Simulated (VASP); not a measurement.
A run of VASP 6.6.1 is set up as follows.

The input INCAR:

```
ALGO = Fast
BPARAM = 20.0
CPARAM = 0.0093
EDIFF = 1E-6
ENCUT = 550
GGA = PS
ISIF = 2
ISMEAR = 0
IVDW_NL = 2
LASPH = True
LCHARG = False
LORBIT = 11
LREAL = False
LUSE_VDW = True
LWAVE = False
NBANDS = 51
NELM = 100
PREC = Accurate
SIGMA = 0.1
```

The input KPOINTS:

```
k-points
0
Gamma
  7 7 1
```

POSCAR

```
HgTe
1.0
    4.5587174183      0.0000000000      0.0000000000
   -2.2793587092      3.9479650929      0.0000000000
    0.0000000000      0.0000000000     23.3748986673
Te Hg
3 3
Cartesian
    0.0000000000      0.0000000000      7.5000000000
    0.0000000000      2.6319767286     11.2221771855
    2.2793587092      1.3159883643     14.9443543709
    0.0000000000      2.6319767286      8.4305442964
    2.2793587092      1.3159883643     12.1527214818
    0.0000000000      0.0000000000     15.8748986673
```

Potentials or basis: VASP PAW PBE potentials, release 64 (Te_GW, Hg_sv_GW).

Command:

```sh
$ cat potpaw_PBE.64/Te_GW/POTCAR potpaw_PBE.64/Hg_sv_GW/POTCAR > POTCAR
$ mpirun -np 1 vasp_std > vasp.out
```

**Question.** What does it give for the band gap on the k mesh?

**Answer.** None (metal or under the smearing width).

**Question.** Predict the largest force.

**Answer.** 0.861 eV/Å.

Forces on the atoms (eV/Å):
```
Te   0.000  0.000  0.074
Te   0.000  0.000  0.453
Te   0.000  0.000  0.861
Hg   0.000  0.000 -0.480
Hg   0.000  0.000 -0.440
Hg   0.000  0.000 -0.468
```

Caveat: the PAW data sets were made with another functional, which shifts forces and pressure a little. Spin-orbit coupling is left out, which matters for the levels of Hg, Te.
